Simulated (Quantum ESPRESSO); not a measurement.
# Co (P6_3/mmc) in Quantum ESPRESSO: single point with BP86

Aim: the single point of Co with BP86.

All numbers are computed with Quantum ESPRESSO 7.5; they aren't measurements. Logs are shortened: lines on timing, memory, paths and dates and some standing lists are left out, and cuts for length are marked.

### 1 Starting point

Symmetry: P6_3/mmc, No. 194, hexagonal system. The conventional cell has a = 2.472 Å, b = 2.472 Å, c = 4.021 Å, α = 90.00°, β = 90.00°, γ = 120.00°. Around Co (site symmetry -6m2) lie 12 Co at 2.47 Å.

### 2 Single point, BP86, collinear spin, random start

Input file pw.in:

```
&CONTROL
  calculation = 'scf'
  prefix = 'pwscf'
  outdir = './tmp'
  pseudo_dir = './pseudo'
  tprnfor = .true.
  tstress = .true.
  disk_io = 'nowf'
/
&SYSTEM
  ibrav = 0
  nat = 2
  ntyp = 2
  ecutwfc = 27
  ecutrho = 216
  nbnd = 28
  input_dft = 'bp'
  occupations = 'smearing'
  smearing = 'mv'
  degauss = 0.01999163
  nspin = 2
  starting_magnetization(1) = -0.1165
  starting_magnetization(2) = -0.1376
/
&ELECTRONS
  conv_thr = 4d-10
  electron_maxstep = 120
  mixing_beta = 0.3
/
ATOMIC_SPECIES
Co1   58.9332 co_pbe_v1.2.uspp.F.UPF
Co2   58.9332 co_pbe_v1.2.uspp.F.UPF
CELL_PARAMETERS angstrom
   2.4719999032    0.0000000000    0.0000000000
  -1.2359999516    2.1408147143    0.0000000000
   0.0000000000    0.0000000000    4.0211440800
ATOMIC_POSITIONS crystal
Co1    0.6666666667    0.3333333333    0.7500000000
Co2    0.3333333333    0.6666666667    0.2500000000
K_POINTS automatic
10 10 6 0 0 0
```

Potentials or basis: GBRV 1.5 PBE.

Started as:

```bash
$ OMP_NUM_THREADS=1 pw.x -in pw.in > pw.out
```

pw.out:

```text
This program is part of the open-source Quantum ESPRESSO suite
     for quantum simulation of materials; please cite
         "P. Giannozzi et al., J. Phys.:Condens. Matter 21 395502 (2009);
         "P. Giannozzi et al., J. Phys.:Condens. Matter 29 465901 (2017);
         "P. Giannozzi et al., J. Chem. Phys. 152 154105 (2020);
     in publications or presentations arising from this work. More details at

     IMPORTANT: XC functional enforced from input :
     Exchange-correlation= BP
                           (   1   1   1   1   0   0   0)
     Any further DFT definition will be discarded
     Please, verify this is what you really want

     Message from routine setup:
     using ibrav=0 with symmetry is DISCOURAGED, use correct ibrav instead

     G-vector sticks info
     --------------------
     sticks:   dense  smooth     PW     G-vecs:    dense   smooth      PW
     Sum         313     163     55                 7631     2731     549

     Using Slab Decomposition

     bravais-lattice index     =            0
     lattice parameter (alat)  =       4.6714  a.u.
     unit-cell volume          =     143.6064 (a.u.)^3
     number of atoms/cell      =            2
     number of atomic types    =            2
     number of electrons       =        34.00
     number of Kohn-Sham states=           28
     kinetic-energy cutoff     =      27.0000  Ry
     charge density cutoff     =     216.0000  Ry
     scf convergence threshold =      4.0E-10
     mixing beta               =       0.3000
     number of iterations used =            8  plain     mixing
     Exchange-correlation= BP
                           (   1   1   1   1   0   0   0)

     celldm(1)=   4.671403  celldm(2)=   0.000000  celldm(3)=   0.000000
     celldm(4)=   0.000000  celldm(5)=   0.000000  celldm(6)=   0.000000

     crystal axes: (cart. coord. in units of alat)
               a(1) = (   1.000000   0.000000   0.000000 )
               a(2) = (  -0.500000   0.866025   0.000000 )
               a(3) = (   0.000000   0.000000   1.626676 )

     reciprocal axes: (cart. coord. in units 2 pi/alat)
               b(1) = (  1.000000  0.577350 -0.000000 )
               b(2) = (  0.000000  1.154701  0.000000 )
               b(3) = (  0.000000 -0.000000  0.614750 )

     PseudoPot. # 1 for Co read from file:
     co_pbe_v1.2.uspp.F.UPF
     Pseudo is Ultrasoft + core correction, Zval = 17.0
     Generated by new atomic code, or converted to UPF format
     Using radial grid of  863 points,  6 beta functions with:
                l(1) =   0
                l(2) =   0
                l(3) =   1
                l(4) =   1
                l(5) =   2
                l(6) =   2
     Q(r) pseudized with  8 coefficients,  rinner =    1.200   1.200   1.200
                                                       1.200   1.200

     PseudoPot. # 2 for Co read from file:
     co_pbe_v1.2.uspp.F.UPF
     Pseudo is Ultrasoft + core correction, Zval = 17.0
     Generated by new atomic code, or converted to UPF format
     Using radial grid of  863 points,  6 beta functions with:
                l(1) =   0
                l(2) =   0
                l(3) =   1
                l(4) =   1
                l(5) =   2
                l(6) =   2
     Q(r) pseudized with  8 coefficients,  rinner =    1.200   1.200   1.200
                                                       1.200   1.200

     atomic species   valence    mass     pseudopotential
     Co1              17.00    58.93320     Co( 1.00)
     Co2              17.00    58.93320     Co( 1.00)

     Starting magnetic structure
     atomic species   magnetization
     Co1            -0.117
     Co2            -0.138

     12 Sym. Ops. (no inversion) found ( 6 have fractional translation)

   Cartesian axes

     site n.     atom                  positions (alat units)
         1        Co1    tau(   1) = (   0.5000000   0.2886751   1.2200074  )
         2        Co2    tau(   2) = (  -0.0000000   0.5773503   0.4066691  )

     number of k points=    56  Marzari-Vanderbilt smearing, width (Ry)=  0.0200
                       cart. coord. in units 2pi/alat
        k(    1) = (   0.0000000   0.0000000   0.0000000), wk =   0.0016667
        k(    2) = (   0.0000000   0.0000000   0.1024584), wk =   0.0033333
        k(    3) = (   0.0000000   0.0000000   0.2049168), wk =   0.0033333
        k(    4) = (   0.0000000   0.0000000  -0.3073752), wk =   0.0016667
        k(    5) = (   0.0000000   0.1154701   0.0000000), wk =   0.0100000
        k(    6) = (   0.0000000   0.1154701   0.1024584), wk =   0.0200000
[... 48 lines left out ...]
        k(   55) = (   0.3000000   0.5196152   0.2049168), wk =   0.0200000
        k(   56) = (   0.3000000   0.5196152  -0.3073752), wk =   0.0100000

     Dense  grid:     7631 G-vectors     FFT dimensions: (  24,  24,  36)

     Smooth grid:     2731 G-vectors     FFT dimensions: (  15,  15,  30)

     Check: negative core charge=   -0.000042
     Generating pointlists ...
     new r_m :   0.4114 (alat units)  1.9220 (a.u.) for type    1
     new r_m :   0.4114 (alat units)  1.9220 (a.u.) for type    2

     Initial potential from superposition of free atoms

     starting charge      32.0000, renormalised to      34.0000
     Starting wfcs are   26 randomized atomic wfcs +    2 random wfcs

     Self-consistent Calculation

     iteration #  1     ecut=    27.00 Ry     beta= 0.30
     Davidson diagonalization with overlap
     ethr =  1.00E-02,  avg # of iterations =  4.3

     total energy              =    -593.94103632 Ry
     estimated scf accuracy    <      14.65515243 Ry

     total magnetization       =    -2.16 Bohr mag/cell
     absolute magnetization    =     2.21 Bohr mag/cell

     iteration #  2     ecut=    27.00 Ry     beta= 0.30
     Davidson diagonalization with overlap
     ethr =  1.00E-02,  avg # of iterations =  2.0

     total energy              =    -596.95311373 Ry
     estimated scf accuracy    <       0.42735182 Ry

     total magnetization       =    -3.17 Bohr mag/cell
     absolute magnetization    =     3.31 Bohr mag/cell

     iteration #  3     ecut=    27.00 Ry     beta= 0.30
     Davidson diagonalization with overlap
     ethr =  1.26E-03,  avg # of iterations =  1.5

     total energy              =    -597.00946408 Ry
     estimated scf accuracy    <       0.87072164 Ry

     total magnetization       =    -3.11 Bohr mag/cell
     absolute magnetization    =     3.28 Bohr mag/cell

     iteration #  4     ecut=    27.00 Ry     beta= 0.30
     Davidson diagonalization with overlap
     ethr =  1.26E-03,  avg # of iterations =  1.0

     total energy              =    -597.03897116 Ry
     estimated scf accuracy    <       0.00456709 Ry

     total magnetization       =    -3.33 Bohr mag/cell
     absolute magnetization    =     3.50 Bohr mag/cell

     iteration #  5     ecut=    27.00 Ry     beta= 0.30
     Davidson diagonalization with overlap
     ethr =  1.34E-05,  avg # of iterations =  2.0

     total energy              =    -597.04118238 Ry
     estimated scf accuracy    <       0.00248439 Ry

     total magnetization       =    -3.32 Bohr mag/cell
     absolute magnetization    =     3.51 Bohr mag/cell

     iteration #  6     ecut=    27.00 Ry     beta= 0.30
     Davidson diagonalization with overlap
     ethr =  7.31E-06,  avg # of iterations =  1.5

     total energy              =    -597.04162527 Ry
     estimated scf accuracy    <       0.00051465 Ry

     total magnetization       =    -3.32 Bohr mag/cell
     absolute magnetization    =     3.59 Bohr mag/cell

     iteration #  7     ecut=    27.00 Ry     beta= 0.30
     Davidson diagonalization with overlap
     ethr =  1.51E-06,  avg # of iterations =  1.2

     total energy              =    -597.04168790 Ry
     estimated scf accuracy    <       0.00005993 Ry

     total magnetization       =    -3.32 Bohr mag/cell
     absolute magnetization    =     3.60 Bohr mag/cell

     iteration #  8     ecut=    27.00 Ry     beta= 0.30
     Davidson diagonalization with overlap
     ethr =  1.76E-07,  avg # of iterations =  1.0

     total energy              =    -597.04169948 Ry
     estimated scf accuracy    <       0.00000975 Ry

     total magnetization       =    -3.32 Bohr mag/cell
     absolute magnetization    =     3.61 Bohr mag/cell

     iteration #  9     ecut=    27.00 Ry     beta= 0.30
     Davidson diagonalization with overlap
     ethr =  2.87E-08,  avg # of iterations =  1.5

     total energy              =    -597.04170241 Ry
     estimated scf accuracy    <       0.00000147 Ry

     total magnetization       =    -3.32 Bohr mag/cell
     absolute magnetization    =     3.62 Bohr mag/cell

     iteration # 10     ecut=    27.00 Ry     beta= 0.30
     Davidson diagonalization with overlap
     ethr =  4.31E-09,  avg # of iterations =  1.1

     total energy              =    -597.04170274 Ry
     estimated scf accuracy    <       0.00000032 Ry

     total magnetization       =    -3.33 Bohr mag/cell
     absolute magnetization    =     3.62 Bohr mag/cell

     iteration # 11     ecut=    27.00 Ry     beta= 0.30
     Davidson diagonalization with overlap
     ethr =  9.41E-10,  avg # of iterations =  1.1

     total energy              =    -597.04170287 Ry
     estimated scf accuracy    <       0.00000002 Ry

     total magnetization       =    -3.33 Bohr mag/cell
     absolute magnetization    =     3.62 Bohr mag/cell

     iteration # 12     ecut=    27.00 Ry     beta= 0.30
     Davidson diagonalization with overlap
     ethr =  4.87E-11,  avg # of iterations =  1.5

     total energy              =    -597.04170291 Ry
     estimated scf accuracy    <          5.8E-10 Ry

     total magnetization       =    -3.33 Bohr mag/cell
     absolute magnetization    =     3.62 Bohr mag/cell

     iteration # 13     ecut=    27.00 Ry     beta= 0.30
     Davidson diagonalization with overlap
     ethr =  1.70E-12,  avg # of iterations =  1.9

     total energy              =    -597.04170293 Ry
     estimated scf accuracy    <          5.6E-10 Ry

     total magnetization       =    -3.33 Bohr mag/cell
     absolute magnetization    =     3.62 Bohr mag/cell

     iteration # 14     ecut=    27.00 Ry     beta= 0.30
     Davidson diagonalization with overlap
     ethr =  1.64E-12,  avg # of iterations =  2.0

     Magnetic moment per site  (integrated on atomic sphere of radius R)
     atom   1 (R=0.411)  charge= 15.6020  magn= -1.7295
     atom   2 (R=0.411)  charge= 15.6020  magn= -1.7295

     End of self-consistent calculation

     Number of k-points >= 100: set verbosity='high' to print the bands.

     the Fermi energy is    18.6489 ev

!    total energy              =    -597.04170294 Ry
     estimated scf accuracy    <          6.0E-11 Ry
     smearing contrib. (-TS)   =       0.00173094 Ry
     internal energy E=F+TS    =    -597.04343388 Ry

     The total energy is F=E-TS. E is the sum of the following terms:
     one-electron contribution =    -304.06362055 Ry
     hartree contribution      =     174.29659473 Ry
     xc contribution           =     -65.63916716 Ry
     ewald contribution        =    -401.63724090 Ry

     total magnetization       =    -3.33 Bohr mag/cell
     absolute magnetization    =     3.62 Bohr mag/cell

     convergence has been achieved in  14 iterations

     Forces acting on atoms (cartesian axes, Ry/au):

     atom    1 type  1   force =     0.00000000    0.00000000    0.00000000
     atom    2 type  2   force =     0.00000000    0.00000000    0.00000000

     Total force =     0.000000     Total SCF correction =     0.000000

     Computing stress (Cartesian axis) and pressure

          total   stress  (Ry/bohr**3)                   (kbar)     P=    -2124.97
  -0.01440650  -0.00000000  -0.00000000        -2119.27       -0.00       -0.00
  -0.00000000  -0.01440650  -0.00000000           -0.00    -2119.27       -0.00
  -0.00000000   0.00000000  -0.01452283           -0.00        0.00    -2136.38

=------------------------------------------------------------------------------=
   JOB DONE.
=------------------------------------------------------------------------------=
```

Wall time 11 s (1 thread of Intel Xeon 6985P-C at 2.30GHz (Granite Rapids), shared host); peak memory 0.07 GiB.

The run converged, but some of its settings lie outside the range that counts as converged (typed here: ecut_scale = 0.6; smearing = cold; width = 0.272), so its numbers aren't taken as properties of the crystal.

What came out:

| Quantity | Value |
| --- | --- |
| Free energy | -8123.1662 eV |
| Pressure | -212.5 GPa |
| Band gap on the k mesh | none (metal or under the smearing width) |
| Net moment | -3.33 μB per cell |
| Absolute moment | 3.62 μB per cell |
| Site moments | Co -1.73 μB |
| Valence electrons inside the program's atomic spheres | Co 15.60 |

Caveat: the potentials were made for another functional, which shifts forces and pressure; a pressure of tens of GPa on the cell as given is suspect, and the run, the potentials or the cell itself is likely at fault; the cutoff lies well under what these potentials need, so the values aren't converged.
